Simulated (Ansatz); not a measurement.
Runs of Ansatz 0.2.0 on TiO2. Symmetry: P4_2/mnm, No. 136, tetragonal system. The conventional cell has a = 4.600 Å, b = 4.600 Å, c = 2.959 Å, α = 90.00°, β = 90.00°, γ = 90.00°. Ti (site symmetry mmm) has 6 O at 1.95 to 1.98 Å as nearest neighbours. Around O (site symmetry m2m) lie 3 Ti at 1.95 to 1.98 Å. The cell is a database's computed one.

| task | level | U | cell | k mesh | cutoff (eV) | points for each segment of the path | hubbard projectors | double counting | mesh quality | gap on the mesh (eV) | pressure (GPa) | largest force (eV/Å) |
| --- | --- | --- | --- | --- | --- | --- | --- | --- | --- | --- | --- | --- |
| band structure | SVWN5 | - | as given | 6 × 6 × 9 | 420 | 14 | - | - | not flagged | (c) | -9.1 | 0.13 |
| band structure | r2SCAN | - | as given | 6 × 6 × 9 | 500 | 14 | - | - | not flagged | 2.20 | (b) | (a) |
| single point | LC-wPBE | - | as given | 4 × 4 × 5 | 420 | - | - | - | coarse | 8.77 | -6.6 | 0.29 |
| relaxation of cell and atoms | PBEsol+U | Ti d U = 3 eV | relaxed | 6 × 6 × 9 | 420 | - | ortho-atomic (the default) | fll (the default) | not flagged | 2.18 | 0.0 | - |

Alike in all rows: potentials or basis Ansatz PAW; no spin polarisation; smearing fermi-dirac 0.05 eV.

**Question.** Estimate the missing entries.

**Answer.** (a) 0.06; (b) -1.0; (c) 1.78.

Caveats: some runs use coarse meshes; the PAW data sets come from PBE, with cores solved anew for the run's functional, which leaves a small shift of forces and pressure; odd divisions of the mesh miss points on the zone boundary, where band edges often lie, so the gap on the mesh can be too wide (some runs); the thresholds are loose for stress (some runs); the plane-wave basis is chosen anew once the cell has moved, so the energies of steps on either side of that aren't comparable (some runs).

A k mesh can miss the band edges.

Runs at the PBE level aren't shown here.
